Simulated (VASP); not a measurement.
Here is a VASP 6.6.1 calculation.

Contents of INCAR:

```
SYSTEM = TaN
ALGO     = Normal         ! electronic algorithm
EDIFF    = 1E-6           ! SCF threshold, eV
ENCUT    = 520            ! plane-wave cutoff, eV
ISIF     = 2              ! what is computed and relaxed
ISMEAR   = 0              ! smearing method
ISPIN    = 2              ! spin polarisation
LASPH    = .TRUE.         ! aspherical terms in the spheres
LCHARG   = .FALSE.        ! write CHGCAR
LDAU     = .TRUE.         ! DFT+U
LDAUJ    = 0 0          
LDAUL    = 2 -1           ! shell
LDAUPRINT= 1            
LDAUTYPE = 2            
LDAUU    = 5 0            ! U, eV
LMAXMIX  = 4              ! l up to which the mixer works
LMIXTAU  = .TRUE.       
LORBIT   = 11             ! projections on sites
LREAL    = .FALSE.        ! projectors in reciprocal space
LWAVE    = .FALSE.        ! write WAVECAR
MAGMOM   = 0.5 0          ! initial moments
METAGGA  = R2SCAN         ! meta-GGA
NELM     = 100            ! most SCF steps
PREC     = Accurate       ! precision mode
SIGMA    = 0.05           ! smearing width, eV
```

The input KPOINTS:

```
k-points
0
G
  7 7 7
  0 0 0
```

File POSCAR:

```
TaN
1.0
    0.0000000000      2.4911437700      2.4911437700
    2.4911437700      0.0000000000      2.4911437700
    2.4911437700      2.4911437700      0.0000000000
Ta N
1 1
Direct
    0.0000000000      0.0000000000      0.0000000000
    0.2500000000      0.2500000000      0.2500000000
```

Potentials or basis: VASP PAW PBE potentials, release 64 (Ta_pv, N).

The run is started by

```console
$ cat potpaw_PBE.64/Ta_pv/POTCAR potpaw_PBE.64/N/POTCAR > POTCAR
$ mpirun -np 1 vasp_std > vasp.out
```

What does it give for the net moment?

0.00 μB per cell.

Estimate the pressure.

-21.1 GPa.

Estimate the band gap on the k mesh.

none (metal or under the smearing width).

Eigenvalues of the final occupation matrices:
| site | spin | trace | eigenvalues |
| --- | --- | --- | --- |
| site 1 d | 1 | 1.00 | 0.13 0.13 0.24 0.24 0.24 |
| site 1 d | 2 | 1.00 | 0.13 0.13 0.25 0.25 0.25 |

Caveat: the PAW data sets were made with another functional, which shifts forces and pressure a little. The state reached can hang on the start; a lower one may exist.
